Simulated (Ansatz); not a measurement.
## A computed series for NaI: pressure series

Start from NaI in the rock salt structure (space group Fm-3m, No. 225; a = 6.528 Å).

Cell and atoms are relaxed at each pressure.

The values are results of Ansatz (a quantum-chemistry and plane-wave program) PBE, no spin-orbit coupling, not measurements.

| change | band gap | electron mass | density |
|---|---|---|---|
| base | 3.58 eV | 0.27 mₑ (at Γ) | 3.58 g/cm³ |
| pressure −2 GPa | 3.11 eV | 0.31 mₑ (at Γ) | 2.87 g/cm³ |
| pressure −1 GPa | 3.39 eV | 0.28 mₑ (at Γ) | 3.30 g/cm³ |
| pressure 0.3 GPa | 3.63 eV | 0.27 mₑ (at Γ) | 3.65 g/cm³ |
| pressure 0.7 GPa | 3.69 eV | 0.27 mₑ (at Γ) | 3.73 g/cm³ |
| pressure 1.5 GPa | 3.80 eV | 0.26 mₑ (at Γ) | 3.88 g/cm³ |
| pressure 3 GPa | 3.99 eV | 0.25 mₑ (at Γ) | 4.12 g/cm³ |
| pressure 5 GPa | 4.21 eV | 0.25 mₑ (at Γ) | 4.39 g/cm³ |
| pressure 7.5 GPa | … | 0.24 mₑ (at Γ) | … |
| pressure 10 GPa | 4.65 eV | 0.24 mₑ (at Γ) | 4.90 g/cm³ |

Q: Fill in the withheld entries from the trend.

A: 
- pressure 7.5 GPa, band gap: 4.44 eV
- pressure 7.5 GPa, density: 4.66 g/cm³

Spin-orbit coupling, missing from the scalar runs, can matter with I. Load acts through the strain it causes; cell and atoms are relaxed under it. Effective masses come from finite differences of ±0.01 Å⁻¹. Whether these cells are dynamically stable was not tested. Competing high-pressure phases were not computed.
